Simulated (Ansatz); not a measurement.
# Cobalt, omega (AlB2-type) under PBE: from relaxation to bulk modulus, part 2 of 2

What does PBE give for cobalt in the omega (AlB2-type) structure? We relax it, solve it on a dense k-mesh, then scale the cell to 7 volumes from 88 to 112 % of the relaxed one and try a fit of the equation of state. The start is ferromagnetic. The k-meshes are 9×9×13 for the relaxation; 12×12×17 for the dense run; 10×10×14 for the volumes.

Ansatz 0.2.0; DFT, PBE, plane waves (420 eV) with PAW, scalar-relativistic. The steps go on from the part before.

### 7 The cell scaled to 100 % of its volume

File input.yaml:

```yaml
crystal:
  lattice:
    - [3.9630058424, 0.0, 0.0]
    - [-1.9815029212, 3.4320637348, 0.0]
    - [0.0, 0.0, 2.4391648427]
  atoms:
    - { symbol: Co, position: [1.0, 1.0, 0.0], spin: 1.697 }
    - { symbol: Co, position: [0.3333333333, 0.6666666667, 0.5], spin: 1.744 }
    - { symbol: Co, position: [0.6666666667, 0.3333333333, 0.5], spin: 1.744 }
hamiltonian:
  xc: pbe
  pseudopotentials:
    kind: paw
    azcp:
      Co: "pseudopotentials/Co.paw.azcp"
basis:
  ecutwfc: 420
  fft_grid_basis: typed
kpoints:
  mp_grid: { grid: [10, 10, 14], shift: [0, 0, 0] }
magnetization:
  spin_polarized: true
scf:
  occupations: { method: fermi_dirac, width: 0.05 }
  lower_state_search: "off"
output:
  stress: true
```

Launch:

```console
$ ansatz run input.yaml --threads 1 --pin off --max-ram 3584MiB --backend cpu --events-out ev --progress --plain --runs-dir out
```

The log of the run, cut to the lines that bear on the results:

```text
[...]
Pseudopotentials: kind: paw
Pseudopotential: Co, paw, valence charge 17, recommended cutoff 420 eV (normal), <dir>
Functional definition: PBE
[...]
Crystal: 3 atoms, lattice volume = 33.176 Å³
Basis set: ecut = 420 eV, 633 PW (Γ)
Bands: 34, of which v1, the nominal top of the filled ones, is band 26 counted from 1 (25 counted from 0)
Symmetry: 24 space group operations
[...]
Per-site moments (μB) at R_I (Å): [(1.6870960718474788, 1.00615549761375), (1.73815491529978, 0.9438175270788757), (1.73815491529978, 0.9438175270788757)]
Free energy (F): -15378.214455 eV
[...]
E sigma→0 (E₀):  -15378.204996 eV
Entropy (-TS):   -0.018917 eV (-6.306 meV/atom)
Fermi energy:    18.378694 eV
[...]
--- Stress (GPa, compression-positive) ---
       -0.182977       0.000000       0.000000
        0.000000      -0.182977       0.000000
        0.000000       0.000000       0.122988
  P = ⅓ Tr σ = -0.0810 GPa (-0.810 kbar)
```

It took 45 s on 1 thread of Intel Xeon Platinum 8259CL at 2.50GHz (Skylake/Cascade Lake), shared host; peak memory 0.55 GiB.

### 8 The cell scaled to 104 % of its volume

Edit input.yaml of step 7 so:

```diff
@@ -2,5 +2,5 @@
   lattice:
-    - [3.9630058424, 0.0, 0.0]
-    - [-1.9815029212, 3.4320637348, 0.0]
-    - [0.0, 0.0, 2.4391648427]
+    - [4.0151566366, 0.0, 0.0]
+    - [-2.0075783183, 3.4772276474, 0.0]
+    - [0.0, 0.0, 2.4712627978]
   atoms:
```

Launch:

```console
$ ansatz run input.yaml --threads 1 --pin off --max-ram 3584MiB --backend cpu --events-out ev --progress --plain --runs-dir out
```

The log of the run, cut to the lines that bear on the results:

```text
[...]
Pseudopotentials: kind: paw
Pseudopotential: Co, paw, valence charge 17, recommended cutoff 420 eV (normal), <dir>
Functional definition: PBE
[...]
Crystal: 3 atoms, lattice volume = 34.503 Å³
Basis set: ecut = 420 eV, 669 PW (Γ)
Bands: 34, of which v1, the nominal top of the filled ones, is band 26 counted from 1 (25 counted from 0)
Symmetry: 24 space group operations
[...]
Per-site moments (μB) at R_I (Å): [(1.7308491152543066, 1.0193959040925002), (1.7697518629569735, 0.9562376030445265), (1.7697518629569735, 0.9562376030445265)]
Free energy (F): -15378.182265 eV
[...]
E sigma→0 (E₀):  -15378.172619 eV
Entropy (-TS):   -0.019292 eV (-6.431 meV/atom)
Fermi energy:    17.522606 eV
[...]
--- Stress (GPa, compression-positive) ---
       -7.715735       0.000000      -0.000000
        0.000000      -7.715735      -0.000000
       -0.000000      -0.000000      -6.781802
  P = ⅓ Tr σ = -7.4044 GPa (-74.044 kbar)
```

Wall time 57 s (1 thread of Intel Xeon Platinum 8259CL at 2.50GHz (Skylake/Cascade Lake), shared host); peak memory 0.56 GiB.

### 9 The cell scaled to 108 % of its volume

Edit input.yaml of step 8 so:

```diff
@@ -2,5 +2,5 @@
   lattice:
-    - [4.0151566366, 0.0, 0.0]
-    - [-2.0075783183, 3.4772276474, 0.0]
-    - [0.0, 0.0, 2.4712627978]
+    - [4.0659868002, 0.0, 0.0]
+    - [-2.0329934001, 3.5212478604, 0.0]
+    - [0.0, 0.0, 2.5025479266]
   atoms:
@@ -27 +27,5 @@
   stress: true
+  write_density: true
+  write_potential: true
+  elf: true
+  volumetric_format: npy
```

Launch:

```console
$ ansatz run input.yaml --threads 1 --pin off --max-ram 3584MiB --backend cpu --events-out ev --progress --plain --runs-dir out
```

The log of the run, cut to the lines that bear on the results:

```text
[...]
Pseudopotentials: kind: paw
Pseudopotential: Co, paw, valence charge 17, recommended cutoff 420 eV (normal), <dir>
Functional definition: PBE
[...]
Crystal: 3 atoms, lattice volume = 35.830 Å³
Basis set: ecut = 420 eV, 681 PW (Γ)
Bands: 34, of which v1, the nominal top of the filled ones, is band 26 counted from 1 (25 counted from 0)
Symmetry: 24 space group operations
[...]
Free energy (F): -15378.095878 eV
[...]
E sigma→0 (E₀):  -15378.085952 eV
Entropy (-TS):   -0.019851 eV (-6.617 meV/atom)
Fermi energy:    16.730945 eV
[...]
--- Stress (GPa, compression-positive) ---
      -13.603635      -0.000000       0.000000
       -0.000000     -13.603635       0.000000
        0.000000       0.000000     -12.467877
  P = ⅓ Tr σ = -13.2250 GPa (-132.250 kbar)
--- Band table (eV; the first three rows and the last of 224) ---
[...]
```

It took 59 s on 1 thread of Intel Xeon Platinum 8259CL at 2.50GHz (Skylake/Cascade Lake), shared host; peak memory 0.57 GiB.

### 10 The cell scaled to 112 % of its volume

Edit input.yaml of step 9 so:

```diff
@@ -2,5 +2,5 @@
   lattice:
-    - [4.0659868002, 0.0, 0.0]
-    - [-2.0329934001, 3.5212478604, 0.0]
-    - [0.0, 0.0, 2.5025479266]
+    - [4.1155768924, 0.0, 0.0]
+    - [-2.0577884462, 3.56419414, 0.0]
+    - [0.0, 0.0, 2.5330698118]
   atoms:
@@ -27,5 +27 @@
   stress: true
-  write_density: true
-  write_potential: true
-  elf: true
-  volumetric_format: npy
```

Launch:

```console
$ ansatz run input.yaml --threads 1 --pin off --max-ram 3584MiB --backend cpu --events-out ev --progress --plain --runs-dir out
```

The log of the run, cut to the lines that bear on the results:

```text
[...]
Pseudopotentials: kind: paw
Pseudopotential: Co, paw, valence charge 17, recommended cutoff 420 eV (normal), <dir>
Functional definition: PBE
[...]
Crystal: 3 atoms, lattice volume = 37.157 Å³
Basis set: ecut = 420 eV, 705 PW (Γ)
Bands: 34, of which v1, the nominal top of the filled ones, is band 26 counted from 1 (25 counted from 0)
Symmetry: 24 space group operations
[...]
Per-site moments (μB) at R_I (Å): [(1.7944248524803805, 1.0448912973675), (1.8268237958368612, 0.9801533885064095), (1.8268237958368618, 0.9801533885064095)]
Free energy (F): -15377.966364 eV
[...]
E sigma→0 (E₀):  -15377.955958 eV
Entropy (-TS):   -0.020812 eV (-6.937 meV/atom)
Fermi energy:    15.997733 eV
[...]
--- Stress (GPa, compression-positive) ---
      -18.279482      -0.000000       0.000000
       -0.000000     -18.279482       0.000000
        0.000000       0.000000     -17.014440
  P = ⅓ Tr σ = -17.8578 GPa (-178.578 kbar)
```

Run time: 52 s. Hardware: 1 thread of Intel Xeon Platinum 8259CL at 2.50GHz (Skylake/Cascade Lake), shared host; peak memory 0.57 GiB.

### 11 Energy and pressure against volume

The cell was scaled evenly, with its shape and the fractional positions fixed.

```
V (Å³/atom)  E − E₀ (meV/atom)  P from the stress (GPa)  P from the fit (GPa)  largest moment (μB)
      9.732              129.9                    35.44                 35.67                 1.61
     10.174               52.7                    20.87                 20.84                 1.67
     10.616               11.9                     9.14                  9.13                 1.71
     11.059                0.1                    -0.08                 -0.13                 1.74
     11.501               10.9                    -7.40                 -7.46                 1.77
     11.943               39.8                   -13.23                -13.28                 1.80
     12.386               83.1                   -17.86                -17.87                 1.83
```

Fit (Birch-Murnaghan, third order): V₀ = 11.052 Å³/atom, B₀ = 206 GPa, B₀′ = 4.8, largest residual 0.07 meV/atom.

### 12 Outcome

This closing draws on all 2 parts.

| quantity | value |
| --- | --- |
| space group (spins left aside) | P6/mmm (No. 191) |
| conventional cell | a = 3.963 Å, c = 2.439 Å (c/a = 0.615) |
| volume | 11.059 Å³/atom |
| shortest distance | 2.288 Å |
| gap on the mesh | none (levels filled in part) |
| magnetic state | ferromagnetic, up to 1.74 μB per atom |
| relative to hcp, ferromagnetic | +82 meV/atom |
| V₀, B₀, B₀′ | 11.052 Å³/atom, 206 GPa, 4.8 |

What this shows: The relaxation shrank the cell by 0.1 % in volume. It lies 82 meV/atom above the element's reference form at the same level (hcp, ferromagnetic, from a run of its own). The final state is ferromagnetic (largest moment 1.74 μB). Levels at the Fermi energy are filled in part, as in a metal. The fitted modulus is 206 GPa; letting shape and positions relax at each volume could only lower it. The symmetry was held, so the structure may be unstable against distortions that break it.
